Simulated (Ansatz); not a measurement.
## BaTe: strain and displacement

```
Ba Te
1.0
     0.00000    3.41000    3.41000
     3.41000    0.00000    3.41000
     3.41000    3.41000    0.00000
Ba Te
1 1
Direct
  0.00000 0.00000 0.00000
  0.50000 0.50000 0.50000
```

Atoms are numbered in the order listed.

The cell is COD entry 1010423, as deposited and not checked against the literature; nothing was relaxed. It is an old determination, and later ones may differ.

No spin–orbit coupling, which matters for the heavy atoms here.

Method: DFT, PBE, all-electron LAPW, scalar-relativistic (Ansatz 0.2.0).

Numerical set-up: a Γ-centred 10×10×10 k mesh, Fermi–Dirac smearing of 0.05 eV, basis error target 0.25 meV/atom, no spin polarisation.

The unchanged cell is at 3.81 GPa, so energy changes include a term −P ΔV where the volume moves.

x, y and z are the Cartesian axes of the cell as listed; fractional coordinates follow a strain, and an engineering shear is twice the off-diagonal strain component.

(1) One change gave: energy change -22 meV/atom; stress change (xx, yy, zz, yz, xz, xy) -1.65, -1.65, -0.38, 0.00, 0.00, 0.00 GPa, compression positive; gap on the k mesh 1.43 → 1.47 eV. Which change was it?
A. x and y strained by +3 %, z held
B. atom 2 (Te) moved by (0.1200, 0.0000, 0.0000) Å
C. x and y strained by +1.5 %, z held

## Answers

(1) C. For x and y strained by +3 %, z held: energy change -33 meV/atom; stress change (xx, yy, zz, yz, xz, xy) -3.00, -3.00, -0.74, 0.00, 0.00, 0.00 GPa, compression positive; gap on the k mesh 1.43 → 1.50 eV. For atom 2 (Te) moved by (0.1200, 0.0000, 0.0000) Å: energy change +11 meV/atom; stress change (xx, yy, zz, yz, xz, xy) 0.55, -0.08, -0.08, 0.00, 0.00, 0.00 GPa, compression positive; change of the force on Te2 (-0.366, 0.000, 0.000) eV/Å; gap on the k mesh 1.43 → 1.45 eV.
